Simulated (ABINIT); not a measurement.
ZrS2: single point with PBE

Crystal: ZrS2.

```
CELL_PARAMETERS angstrom
3.69138 0.00000 0.00000
-1.84569 3.19683 0.00000
0.00000 0.00000 6.04108
ATOMIC_POSITIONS crystal
Zr 0.00000 0.00000 0.00000
S 0.33333 0.66667 0.23791
S 0.66667 0.33333 0.76209
```

The cell is a database's computed one.

| Property | Result |
| --- | --- |
| Program | ABINIT 10.8.3 (patched build) |
| Task | single point |
| Functional | PBE |
| Potentials or basis | SG15 NC PBE v1.2 |
| Cutoff | 599 eV |
| k mesh | 6 × 6 × 4 |
| Occupations | fermi-dirac, width 0.05 eV |
| Spin | no spin polarisation |

```json
{
  "Largest force": "0.055 eV/Å",
  "Band gap on the k mesh": "1.08 eV, indirect (least direct gap 1.63 eV)",
  "Valence electrons inside the program's atomic spheres": "Zr 8.30; S 3.94"
}
```

Forces in eV/Å, atoms in the order of the input:
```
Zr   0.000  0.000  0.000
S    0.000  0.000  0.055
S    0.000  0.000 -0.055
```

Levels at points of the mesh, in eV from the valence-band top:
| k point | band 10 | band 11 | band 12 | band 13 | band 14 | band 15 |
| --- | --- | --- | --- | --- | --- | --- |
| (0.00, 0.00, 0.00) | -0.04 | -0.04 | 0.00 | 1.63 | 1.63 | 2.48 |
| (0.50, 0.00, 0.00) | -2.30 | -1.60 | -1.12 | 1.24 | 3.28 | 3.54 |
| (0.00, 0.00, 0.50) | -1.52 | -0.14 | -0.14 | 1.61 | 1.61 | 2.79 |
| (0.50, 0.00, 0.50) | -2.16 | -0.93 | -0.75 | 1.08 | 3.27 | 3.54 |

Wall time 33 s on 1 thread of Arm Neoverse V1, on a shared host, peak memory 0.07 GiB.

 A k mesh can miss the band edges.
